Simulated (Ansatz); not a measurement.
Write the native input for Ansatz 0.2.0 that does the following.

```yaml
Task: relaxation of cell and atoms
Functional: revPBE
Dispersion: D3(BJ)
Potentials_or_basis: Ansatz PAW
Cutoff: "420 eV (not typed: the program's choice for these potentials)"
k_mesh: 8 × 8 × 8
Occupations: fermi-dirac, width 0.05 eV
Spin: no spin polarisation
```

InAs:

```
CELL_PARAMETERS angstrom
0.00000 2.87730 2.87730
2.87730 0.00000 2.87730
2.87730 2.87730 0.00000
ATOMIC_POSITIONS crystal
In 0.50000 0.50000 0.50000
As 0.00000 0.00000 0.00000
```

Measurements of this composition are mostly on another form, of space group No. 216.

The input as run:

input.yaml

```yaml
crystal:
  lattice:
    - [0.0, 2.877304, 2.877304]
    - [2.877304, 0.0, 2.877304]
    - [2.877304, 2.877304, 0.0]
  atoms:
    - { symbol: In, position: [0.5, 0.5, 0.5] }
    - { symbol: As, position: [0.0, 0.0, 0.0] }
hamiltonian:
  xc: revpbe
  pseudopotentials: { kind: paw }
  dispersion: d3bj
kpoints:
  mp_grid: { grid: [8, 8, 8] }
scf:
  occupations: { method: fermi_dirac, width: 0.05 }
output:
  forces: true
  stress: true
  eigenvalues: true
relax:
  f_tol: 0.01
  max_steps: 40
  cell: { stress_tol: 0.05 }
```

Potentials or basis: Ansatz PAW.

Run with:

```bash
$ ansatz run input.yaml --threads 2 --pin off --max-ram 5632MiB --backend cpu --events-out ev --progress --plain --runs-dir out
```

It gave:

| Property | Result |
| --- | --- |
| Relaxed volume | 22.43 Å³/atom |
| Relaxed cell | a = 3.989 Å, b = 3.989 Å, c = 3.989 Å, α = 60.00°, β = 60.00°, γ = 60.00° |
| Space group after relaxing (to 0.05 Å) | Fm-3m (No. 225) |
| Energy gained by relaxing | 17.1 meV/atom |
| Ionic steps | 5 |
| Pressure after relaxing | 0.0 GPa |
| Band gap on the k mesh | none (metal or under the smearing width) |

Caveat: the plane-wave basis is chosen anew once the cell has moved, so the energies of steps on either side of that aren't comparable; pairwise dispersion overbinds metals, which lowers pressure and volume; the PAW data sets come from PBE, with cores solved anew for the run's functional, which leaves a small shift of forces and pressure.

Run time: 4.3 s on 2 threads of Arm Neoverse V2, on a shared host, peak memory 0.34 GiB.
